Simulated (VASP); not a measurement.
Here is a VASP 6.6.1 calculation.

POSCAR

```
CaS
1.0
    0.0000000000      2.8478878641      2.8478878641
    2.8478878641      0.0000000000      2.8478878641
    2.8478878641      2.8478878641      0.0000000000
Ca S
1 1
Direct
    0.0000000000      0.0000000000      0.0000000000
    0.5000000000      0.5000000000      0.5000000000
```

The input INCAR.step1:

```
PREC = Accurate ; ENCUT = 520
ISMEAR = 0 ; SIGMA = 0.02
LREAL = False ; LASPH = True
NELM = 100 ; NBANDS = 15
GGA = PE ; ALGO = Normal
EDIFF = 1E-4 ; LWAVE = True
LCHARG = False
```

Contents of INCAR.step2:

```
PREC = Accurate ; ENCUT = 520
EDIFF = 1E-7 ; ISMEAR = 0
SIGMA = 0.02 ; LREAL = False
LASPH = True ; NELM = 100
ALGO = Normal ; ISIF = 2
LWAVE = False ; LCHARG = False
METAGGA = R2SCAN ; LMIXTAU = True
NBANDS = 15 ; ISTART = 1
```

The input KPOINTS:

```
Automatic mesh
0
Gamma
  8 8 8
```

Potentials or basis: VASP PAW PBE potentials, release 64 (Ca_sv, S).

Command:

```sh
$ cat potpaw_PBE.64/Ca_sv/POTCAR potpaw_PBE.64/S/POTCAR > POTCAR
$ cp INCAR.step1 INCAR
$ mpirun -np 1 vasp_std > vasp.out
$ cp INCAR.step2 INCAR
$ mpirun -np 1 vasp_std > vasp.out
```

(1) Estimate the pressure.

(2) Estimate the band gap on the k mesh.

## Answers

(1) 0.3 GPa.

(2) 2.80 eV, indirect (least direct gap 3.63 eV).

Caveat: the PAW data sets were made with another functional, which shifts forces and pressure a little.
